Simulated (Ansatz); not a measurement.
**LiCl: the cell at several levels of theory**

An exercise on one series of results from a longer session: the logs are not shown, and one member is left open.

Code: Ansatz 0.2.0. PAW datasets, plane waves, zero pressure. All values are calculated for a non-magnetic cell, which may be hypothetical.

### The system as given

This is the cell as the run starts from it, not yet at rest; its lengths are not the crystal's.

Space group P6_3mc (No. 186), hexagonal; conventional cell a = 3.435 Å, c = 5.610 Å, 14.34 Å³ an atom. Near Li stand 4 Cl at 2.10 Å; near Cl stand 4 Li at 2.10 Å.

The structure in full:

```cif
data_structure
_symmetry_space_group_name_H-M 'P6_3mc'
_symmetry_Int_Tables_number 186
_cell_length_a 3.4355
_cell_length_b 3.4355
_cell_length_c 5.6102
_cell_angle_alpha 90.000
_cell_angle_beta 90.000
_cell_angle_gamma 120.000
_cell_volume 57.34
loop_
_atom_site_label
_atom_site_type_symbol
_atom_site_symmetry_multiplicity
_atom_site_Wyckoff_symbol
_atom_site_fract_x
_atom_site_fract_y
_atom_site_fract_z
_atom_site_occupancy
Li1 Li 2 b 0.33333 0.66667 0.00000 1
Cl1 Cl 2 b 0.33333 0.66667 0.37500 1
```

The first run:

Input file input.yaml:

```yaml
crystal:
  lattice:
    - [3.4354910139, 0.0, 0.0]
    - [-1.717745507, 2.9752224925, 0.0]
    - [0.0, 0.0, 5.6101568257]
  atoms:
    - { symbol: Li, position: [0.3333333333, 0.6666666667, 0.0] }
    - { symbol: Li, position: [0.6666666667, 0.3333333333, 0.5] }
    - { symbol: Cl, position: [0.3333333333, 0.6666666667, 0.375] }
    - { symbol: Cl, position: [0.6666666667, 0.3333333333, 0.875] }
kpoints:
  mp_grid: { grid: [12, 12, 4] }
hamiltonian:
  xc: pbe
scf:
  occupations: { method: fermi_dirac, width: 0.02 }
relax:
  f_tol: 0.005
  cell: {}
output:
  write_density: true
  write_potential: true
  elf: true
  volumetric_format: npy
```

Command:

```bash
$ ansatz run input.yaml --threads 2 --pin off --max-ram 2211MiB --backend cpu --events-out ev --progress --plain --runs-dir out
```

Steps of the session up to this table: Relaxation with PBE; Relaxing with r2SCAN; PBEsol: cell and atoms; Relaxing with LDA; Relaxing with HSE06.

One table of the session follows, with a row left open; its other results are not shown here.

```
 level  a (Å)  c (Å)  volume (Å³/atom)
   PBE  3.927  6.285            20.983
r2SCAN      ?      ?                 ?
PBEsol  3.880  6.176            20.125
   LDA  3.800  6.038            18.871
 HSE06  3.903  6.244            20.587
```

Q: Estimate the row for r2SCAN from the others.

As computed: a (Å): 3.894; c (Å): 6.224; volume (Å³/atom): 20.436. In the column «a (Å)» it lies between PBEsol (3.880) and HSE06 (3.903).

In words: The first relaxation changed the volume by +46.4 % from the start. LDA gives the smallest cell and PBE the largest; they differ by 11.2 % in volume, a mean of 3.6 % in length. The meshes differ: PBE 12×12×4, r2SCAN 12×12×4, PBEsol 12×12×4, LDA 12×12×4, HSE06 6×6×4.
